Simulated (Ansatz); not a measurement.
# LiNbO3: the cost of one run

Computed with Ansatz 0.2.0 (DFT PBE, scalar-relativistic, plane waves, PAW, unless a step's input says otherwise).

1 further run of the same task is left out (set aside as unsound or not needed).

## (1) The system as given

The structure is trigonal, space group R3c (No. 161). The conventional cell has a = 5.190 Å, b = 5.190 Å, c = 14.014 Å, α = 90.00°, β = 90.00°, γ = 120.00°. Around Li (site symmetry 3) lie 6 O at 2.08 to 2.27 Å. Around Nb (site symmetry 3) lie 6 O at 1.88 to 2.16 Å. O (site symmetry 1) has 2 Nb at 1.88 to 2.16 Å and 2 Li at 2.08 to 2.27 Å as nearest neighbours.

Structure file:

```
Li Nb O
1.0
     2.59475    1.49808    4.67149
    -2.59475    1.49808    4.67149
     0.00000   -2.99616    4.67149
Li Nb O
2 2 6
Cartesian
  0.0000 0.0000 3.9465
  0.0000 0.0000 10.9537
  0.0000 0.0000 0.0064
  0.0000 0.0000 7.0136
  -0.6428 -1.4586 5.5580
  1.5846 0.1727 5.5580
  -0.9418 1.2860 5.5580
  -1.6529 -0.2121 7.8937
  0.6428 1.5375 7.8937
  1.0101 -1.3254 7.8937
```

This cell was relaxed beforehand with the same method: volume 10.90 Å³/atom, gap on the mesh 3.57 eV.

## (2) A stricter relaxation

Response runs need a geometry at rest under their own mesh and occupations; hence this stricter relaxation.

input.yaml reads:

```yaml
crystal:
  lattice:
    - [2.5947508868, 1.498080123, 4.671492309]
    - [-2.5947508868, 1.498080123, 4.671492309]
    - [0.0, -2.9961602459, 4.671492309]
  atoms:
    - { symbol: Li, position: [0.2816005624, 0.2816005624, 0.2816005624] }
    - { symbol: Li, position: [0.7816005624, 0.7816005624, 0.7816005624] }
    - { symbol: Nb, position: [0.0004548791, 0.0004548791, 0.0004548791] }
    - { symbol: Nb, position: [0.5004548791, 0.5004548791, 0.5004548791] }
    - { symbol: O, position: [0.1104435924, 0.3581703165, 0.7211456496] }
    - { symbol: O, position: [0.7211456496, 0.1104435924, 0.3581703165] }
    - { symbol: O, position: [0.3581703165, 0.7211456496, 0.1104435924] }
    - { symbol: O, position: [0.2211456496, 0.8581703165, 0.6104435924] }
    - { symbol: O, position: [0.8581703165, 0.6104435924, 0.2211456496] }
    - { symbol: O, position: [0.6104435924, 0.2211456496, 0.8581703165] }
basis:
  ecutwfc: 420
kpoints:
  mp_grid: { grid: [6, 6, 6] }
hamiltonian:
  xc: pbe
scf:
  occupations: { method: fixed }
output:
  forces: true
  stress: true
  eigenvalues: true
  write_density: true
  write_potential: true
  elf: true
  volumetric_format: npy
relax:
  adjacent_minimum: "off"
  f_tol: 0.001
  max_steps: 60
  cell: { stress_tol: 0.01 }
```

Started as:

```sh
$ ansatz run input.yaml --threads 4 --pin off --max-ram 10240MiB --backend cpu --events-out ev --progress --plain --runs-dir out
```

What time and memory should one allow on 4 threads of AMD EPYC (Zen 3), shared host?

About 74 s, with a peak of 0.53 GiB.
